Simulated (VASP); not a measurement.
# SnTe (Fm-3m) in VASP: a series of runs

Runs on SnTe. Level: PBE. Tasks: single point.

Everything below comes from runs of VASP 6.6.1. Logs are shortened: lines on timing, memory, paths and dates and some standing lists are left out, and cuts for length are marked.

### Step 1. The crystal as given

It takes space group Fm-3m (No. 225, cubic). The conventional cell has a = 6.302 Å, b = 6.302 Å, c = 6.302 Å, α = 90.00°, β = 90.00°, γ = 90.00°. Te (site symmetry m-3m) has 6 Sn at 3.15 Å as nearest neighbours. Around Sn (site symmetry m-3m) lie 6 Te at 3.15 Å.

### Step 2. Single point, PBE

File INCAR:

```
SYSTEM = SnTe
ADDGRID  = .False.      
ALGO     = Normal         ! electronic algorithm
EDIFF    = 1E-7           ! SCF threshold, eV
ENCUT    = 900            ! plane-wave cutoff, eV
GGA      = PE             ! functional
ISIF     = 2              ! what is computed and relaxed
ISMEAR   = 0              ! smearing method
LASPH    = .True.         ! aspherical terms in the spheres
LCHARG   = .False.        ! write CHGCAR
LREAL    = .False.        ! projectors in reciprocal space
LWAVE    = .False.        ! write WAVECAR
NELM     = 100            ! most SCF steps
PREC     = Accurate       ! precision mode
SIGMA    = 0.05           ! smearing width, eV
```

File KPOINTS:

```
k-points
0
Gamma
  4 4 4
  0 0 0
```

File POSCAR:

```
SnTe
1.0
    0.0000000000      3.1508500000      3.1508500000
    3.1508500000      0.0000000000      3.1508500000
    3.1508500000      3.1508500000      0.0000000000
Te Sn
1 1
Direct
    0.5000000000      0.5000000000      0.5000000000
    0.0000000000      0.0000000000      0.0000000000
```

Potentials or basis: VASP PAW PBE potentials, release 64 (Te, Sn_d).

On the command line:

```bash
$ cat potpaw_PBE.64/Te/POTCAR potpaw_PBE.64/Sn_d/POTCAR > POTCAR
$ mpirun -np 1 vasp_std > vasp.out
```

OUTCAR:

```text
SYSTEM = SnTe
   EDIFF = 1E-7
   ENCUT = 900
   GGA = PE
   ISIF = 2
   ISMEAR = 0
   LASPH = .True.
   LREAL = .False.
   NELM = 100
   PREC = Accurate

 Found      8 irreducible k-points:

 Following reciprocal coordinates:
            Coordinates               Weight
  0.000000  0.000000  0.000000      1.000000
  0.250000  0.000000  0.000000      8.000000
  0.500000  0.000000  0.000000      4.000000
  0.250000  0.250000  0.000000      6.000000
  0.500000  0.250000  0.000000     24.000000
 -0.250000  0.250000  0.000000     12.000000
   k-points           NKPTS =      8   k-points in BZ     NKDIM =      8   number of bands    NBANDS=     14
   number of dos      NEDOS =    301   number of ions     NIONS =      2
   total plane-waves  NPLWV = 110592
   dimension x,y,z NGX =    48 NGY =   48 NGZ =   48
   dimension x,y,z NGXF=    96 NGYF=   96 NGZF=   96
   ions per type =               1   1
   NGX,Y,Z   is equivalent  to a cutoff of  17.91, 17.91, 17.91 a.u.
   NGXF,Y,Z  is equivalent  to a cutoff of  35.82, 35.82, 35.82 a.u.
 SYSTEM =  SnTe
   PREC   = accura    normal or accurate (medium, high low for compatibility)
   ISTART =      0    job   : 0-new  1-cont  2-samecut
   ICHARG =      2    charge: 1-file 2-atom 10-const
   ISPIN  =      1    spin polarized calculation?
   LNONCOLLINEAR =      F non collinear calculations
   LSORBIT =      F    spin-orbit coupling
   LASPH  =      T    aspherical Exc in radial PAW
   ENCUT  =  900.0 eV  66.15 Ry    8.13 a.u.  10.90 10.90 10.90*2*pi/ulx,y,z
   NELM   =    100;   NELMIN=  2; NELMDL= -5     # of ELM steps
   EDIFF  = 0.1E-06   stopping-criterion for ELM
   LREAL  =      F    real-space projection
   EDIFFG = 0.1E-05   stopping-criterion for IOM
   NSW    =      0    number of steps for IOM
   IBRION =     -1    ionic relax: 0-MD 1-quasi-New 2-CG
   NFREE  =      0    steps in history (QN), initial steepest desc. (CG)
   ISIF   =      2    stress and relaxation
   ISYM   =      2    0-nonsym 1-usesym 2-fastsym
   POTIM  = 0.5000    time-step for ionic-motion
   TEBEG  =    0.0;   TEEND  =   0.0 temperature during run
   PSTRESS=    0.0 pullay stress
   NELECT =      20.0000    total number of electrons
   NUPDOWN=      -1.0000    fix difference up-down
   EMIN   =  10.00;   EMAX   =-10.00  energy-range for DOS
   EFERMI =   0.00;   METHOD = LEGACY
   ISMEAR =     0;   SIGMA  =   0.05  broadening in eV -4-tet -1-fermi 0-gaus
   EFERMI_NEDOS =   21; number of points for ismear=-14 and -15
   IALGO  =     38    algorithm
   IMIX   =      4    mixing-type and parameters
     AMIX     =   0.40;   BMIX     =  1.00
     AMIX_MAG =   1.60;   BMIX_MAG =  1.00
  volume/ion in A,a.u.               =      31.28       211.10
  Fermi-wavevector in a.u.,A,eV,Ry     =   1.119387  2.115336 17.048485  1.253028
  Thomas-Fermi vector in A             =   2.256026
   LORBIT       =      0    0 simple, 1 ext, 2 COOP (PROOUT), +10 PAW based schemes
   GGA     = PE    functional components
   LHFCALC =     F    Hartree Fock is set to
   AEXX    =    0.0000 exact exchange contribution
   IVDW    =     0    specifies the selected vdW correction
   LEPSILON=     F    determine dielectric tensor
   LRPA    =     F    only Hartree local field effects (RPA)
 non-spin polarized calculation
 Gauss-broadening in eV      SIGMA  =   0.05
  energy-cutoff  :      900.00
  volume of cell :       62.56
 maximum number of plane-waves:      3860
 NGX is ok and might be reduce to    48
   NGX = 21   NGY = 21   NGZ = 21

 number of electron      19.9999999 magnetization

 Free energy of the ion-electron system (eV)
  ---------------------------------------------------
  ext. energy  EPLUGINS =         0.00000000
  ---------------------------------------------------
  free energy    TOTEN  =        -7.54272219 eV

  energy without entropy =       -7.54129159  energy(sigma->0) =       -7.54200689

 E-fermi :   6.9913     XC(G=0):  -9.5162

 val. band max:        6.9438052931   @ k =   0.5000   0.0000   0.0000
 cond. band min:       7.0387855140   @ k =   0.5000   0.0000   0.0000
 fundamental gap:      0.0949802209
 Fermi energy:         6.9912954035

 k-point     1 :       0.0000    0.0000    0.0000
  band No.  band energies     occupation
      1     -14.9999      2.00000
      2     -14.9999      2.00000
      3     -14.9925      2.00000
      4     -14.9925      2.00000
      5     -14.9925      2.00000
      6      -5.8775      2.00000
      7       2.2484      2.00000
      8       4.7866      2.00000
      9       4.7866      2.00000
     10       4.7866      2.00000
     11      10.2869      0.00000
     12      10.2869      0.00000
     13      10.2869      0.00000
     14      11.6917      0.00000

 k-point     2 :       0.2500    0.0000    0.0000
  band No.  band energies     occupation
      1     -15.0023      2.00000
      2     -15.0023      2.00000
      3     -14.9916      2.00000
      4     -14.9892      2.00000
      5     -14.9892      2.00000
      6      -5.3769      2.00000
      7       0.2599      2.00000
      8       4.8927      2.00000
      9       4.8927      2.00000
     10       5.9814      2.00000
     11       8.5081      0.00000
     12       8.5081      0.00000
     13       8.5743      0.00000
     14      12.0584      0.00000

 k-point     3 :       0.5000    0.0000    0.0000
  band No.  band energies     occupation
      1     -15.0050      2.00000
      2     -15.0050      2.00000
      3     -14.9909      2.00000
      4     -14.9856      2.00000
      5     -14.9856      2.00000
      6      -4.6008      2.00000
      7      -1.4012      2.00000
      8       5.1220      2.00000
      9       5.1220      2.00000
     10       6.9438      1.82080
     11       7.0388      0.17920
     12       7.3061      0.00000
     13       7.3061      0.00000
     14      14.7032      0.00000

 k-point     4 :       0.2500    0.2500    0.0000
  band No.  band energies     occupation
      1     -15.0079      2.00000
      2     -14.9976      2.00000
      3     -14.9944      2.00000
      4     -14.9872      2.00000
      5     -14.9872      2.00000
      6      -5.2195      2.00000
      7       0.5792      2.00000
      8       3.8756      2.00000
      9       3.8756      2.00000
     10       4.8982      2.00000
     11       8.9674      0.00000
     12       9.9322      0.00000
     13      10.8086      0.00000
     14      10.8086      0.00000

 k-point     5 :       0.5000    0.2500    0.0000
  band No.  band energies     occupation
      1     -15.0107      2.00000
      2     -14.9998      2.00000
      3     -14.9922      2.00000
      4     -14.9854      2.00000
      5     -14.9840      2.00000
      6      -4.4728      2.00000
      7      -0.6850      2.00000
      8       2.8029      2.00000
      9       3.8630      2.00000
     10       4.4703      2.00000
     11       9.5748      0.00000
     12       9.5778      0.00000
     13      11.0222      0.00000
     14      11.1777      0.00000

 k-point     6 :      -0.2500    0.2500    0.0000
  band No.  band energies     occupation
      1     -15.0053      2.00000
      2     -15.0036      2.00000
      3     -14.9894      2.00000
      4     -14.9873      2.00000
      5     -14.9869      2.00000
      6      -4.7166      2.00000
      7      -0.6402      2.00000
      8       2.8365      2.00000
      9       4.9242      2.00000
     10       5.9279      2.00000
     11       7.8605      0.00000
     12       8.1074      0.00000
     13      11.0661      0.00000
     14      12.8913      0.00000

 [... further k-points ...]

------------------------ aborting loop because EDIFF is reached ----------------------------------------

  FORCE on cell =-STRESS in cart. coord.  units (eV):
  Direction    XX          YY          ZZ          XY          YZ          ZX
  --------------------------------------------------------------------------------------
  -------------------------------------------------------------------------------------
  Total        0.6333527      0.6333527      0.6333527      0.0000000      0.0000000     -0.0000000
  in kB       16.2197072     16.2197072     16.2197072      0.0000000      0.0000000     -0.0000000
  external PRESSURE =      16.2197072 kB  Pullay stress =       0.0000000 kB

 VOLUME and BASIS-vectors are now :
 -----------------------------------------------------------------------------
  energy-cutoff  :      900.00
  volume of cell :       62.56
      direct lattice vectors                 reciprocal lattice vectors
     0.000000000  3.150850000  3.150850000    -0.158687338  0.158687338  0.158687338
     3.150850000  0.000000000  3.150850000     0.158687338 -0.158687338  0.158687338
     3.150850000  3.150850000  0.000000000     0.158687338  0.158687338 -0.158687338

 POSITION                                       TOTAL-FORCE (eV/Angst)
 -----------------------------------------------------------------------------------
      3.15085      3.15085      3.15085         0.000000      0.000000     -0.000000
      0.00000      0.00000      0.00000        -0.000000      0.000000      0.000000
 -----------------------------------------------------------------------------------
    total drift:                                0.000000     -0.000000     -0.000000

  FREE ENERGIE OF THE ION-ELECTRON SYSTEM (eV)
  ---------------------------------------------------
  free  energy   TOTEN  =        -7.5427221876 eV

  energy  without entropy=       -7.5412915899  energy(sigma->0) =       -7.54200689
```

Run time: 17 s. Hardware: 1 thread of Intel Xeon Platinum 8488C (Sapphire Rapids), shared host; peak memory 0.3 GiB.

These settings aren't checked as converged: the numbers below hold their error.

What came out:

```yaml
Free_energy: -7.5427 eV
Pressure: 1.6 GPa
Band_gap_on_the_k_mesh: 0.09 eV, direct
```

Caveat: the k mesh is coarse (spacing up to 0.43 Å⁻¹), so the values aren't converged; spin-orbit coupling is left out, which moves the levels of the heavy elements.

### Step 3. Single point, PBE

Edit INCAR of step 2 so:

```diff
@@ -4,3 +4,3 @@
 EDIFF    = 1E-7           ! SCF threshold, eV
-ENCUT    = 900            ! plane-wave cutoff, eV
+ENCUT    = 460            ! plane-wave cutoff, eV
 GGA      = PE             ! functional
```

File KPOINTS:

```
k-points
0
Gamma
  6 6 6
  0 0 0
```

POSCAR is that of step 2.

Potentials or basis: VASP PAW PBE potentials, release 64 (Te, Sn_d).

On the command line:

```bash
$ cat potpaw_PBE.64/Te/POTCAR potpaw_PBE.64/Sn_d/POTCAR > POTCAR
$ mpirun -np 1 vasp_std > vasp.out
```

It took 7.5 s on 1 thread of Intel Xeon Platinum 8488C (Sapphire Rapids), shared host; peak memory 0.17 GiB.

The run converged, but some of its settings lie outside the range that counts as converged, so its numbers aren't taken as properties of the crystal.

Results:

```yaml
Free_energy: -7.5426 eV
Pressure: 2.2 GPa
Band_gap_on_the_k_mesh: 0.10 eV, direct
```

Caveat: spin-orbit coupling is left out, which moves the levels of the heavy elements.

### Step 4. Single point, PBE

Edit INCAR of step 3 so:

```diff
@@ -4,3 +4,3 @@
 EDIFF    = 1E-7           ! SCF threshold, eV
-ENCUT    = 460            ! plane-wave cutoff, eV
+ENCUT    = 220            ! plane-wave cutoff, eV
 GGA      = PE             ! functional
```

File KPOINTS:

```
k-points
0
Gamma
  9 9 9
  0 0 0
```

POSCAR is that of step 3.

On the command line:

```bash
$ cat potpaw_PBE.64/Te/POTCAR potpaw_PBE.64/Sn_d/POTCAR > POTCAR
$ mpirun -np 1 vasp_std > vasp.out
```

Run time: 6.3 s. Hardware: 1 thread of Intel Xeon Platinum 8488C (Sapphire Rapids), shared host; peak memory 0.13 GiB.

The run converged, but a check on its numbers failed (symmetry, net force, bounds or a known fault of this set-up), so they aren't taken as properties of the crystal.

Caveat: the cutoff lies under the usual one of these potentials, so the numbers hold a large basis-set error; this odd mesh misses L, where the gap lies, so gap, dielectric constants and Born charges aren't listed.

### Step 5. Single point, PBE

Edit INCAR of step 4 so:

```diff
@@ -4,3 +4,3 @@
 EDIFF    = 1E-7           ! SCF threshold, eV
-ENCUT    = 220            ! plane-wave cutoff, eV
+ENCUT    = 340            ! plane-wave cutoff, eV
 GGA      = PE             ! functional
```

KPOINTS is that of step 4.

POSCAR is that of step 4.

On the command line:

```bash
$ cat potpaw_PBE.64/Te/POTCAR potpaw_PBE.64/Sn_d/POTCAR > POTCAR
$ mpirun -np 1 vasp_std > vasp.out
```

Run time: 11 s. Hardware: 1 thread of Intel Xeon Platinum 8488C (Sapphire Rapids), shared host; peak memory 0.16 GiB.

The run converged, but some of its settings lie outside the range that counts as converged, so its numbers aren't taken as properties of the crystal.

What came out:

| Item | Value |
| --- | --- |
| Free energy | -7.5426 eV |
| Pressure | 2.1 GPa |

Caveat: this odd mesh misses L, where the gap lies, so gap, dielectric constants and Born charges aren't listed.
